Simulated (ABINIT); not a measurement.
Set up this calculation in ABINIT 10.8.3 (patched build), as the native input.

```yaml
Task: relaxation of cell and atoms
Functional: PBE
Dispersion: D3(BJ)
Potentials_or_basis: JTH PAW PBE v2.0
Cutoff: 435 eV
k_mesh: 10 × 10 × 10
Occupations: fermi-dirac, width 0.05 eV
Spin: no spin polarisation
Cell_freedom_optcell: 2
Cutoff_smearing_ecutsm_Ha: 0.5
Optimiser_ionmov: 2
Force_stop_Ha/bohr: 5e-05
Fine-grid_cutoff: 870.764 eV
```

Si2W:

```
W Si
1.0
    -1.60690    1.60690    3.91495
     1.60690   -1.60690    3.91495
     1.60690    1.60690   -3.91495
W Si
1 2
Direct
  0.00000 0.00000 0.00000
  0.66530 0.66530 0.00000
  0.33470 0.33470 0.00000
```

The input as run:

run.abi

```
pp_dirpath "./"
pseudos "W.GGA_PBE-JTH.xml, Si.GGA_PBE-JTH.xml"

acell 4.5267083761 4.5267083761 4.5267083761 Angstrom
rprim
    -0.3549820016     0.3549820016     0.8648558013
     0.3549820016    -0.3549820016     0.8648558013
     0.3549820016     0.3549820016    -0.8648558013
ntypat 2
znucl 74 14
natom 3
typat 1 2 2
xred
     0.0000000000     0.0000000000     0.0000000000
     0.6653000000     0.6653000000     0.0000000000
     0.3347000000     0.3347000000     0.0000000000
chkprim 0
chksymtnons 0
tolsym 1.0e-6

ecut 16.0
pawecutdg 32.0
pawxcdev 0

kptopt 1
ngkpt 10 10 10
nshiftk 1
shiftk 0.0 0.0 0.0

ixc 11
vdw_xc 7

nband 15
occopt 3
tsmear 0.05 eV

nstep 100
tolvrs 1.0e-9

iomode 3
prtwf 0
prtden 0
prteig 0
prtebands 0
enunit 1

ionmov 2
ntime 60
tolmxf 5.0e-5
optcell 2
dilatmx 1.08
ecutsm 0.5
```

Potentials or basis: JTH PAW PBE v2.0.

Launch:

```console
$ abinit run.abi > log 2>&1
```

Results of the run:

```json
{"Relaxed volume": "13.26 Å³/atom", "Relaxed cell": "a = 4.506 Å, b = 4.506 Å, c = 4.506 Å, α = 138.49°, β = 138.49°, γ = 60.15°", "Space group after relaxing (to 0.05 Å)": "I4/mmm (No. 139)", "Energy gained by relaxing": "2.6 meV/atom", "Ionic steps": "8", "Pressure after relaxing": "0.0 GPa", "Band gap on the k mesh": "none (metal or under the smearing width)", "Valence electrons inside the program's atomic spheres": "W 11.91; Si 1.58"}
```

Caveat: pairwise dispersion overbinds metals, which lowers pressure and volume.

Run time: 8.3 min on 1 thread of Arm Neoverse V2, with other jobs on the host, peak memory 0.17 GiB.
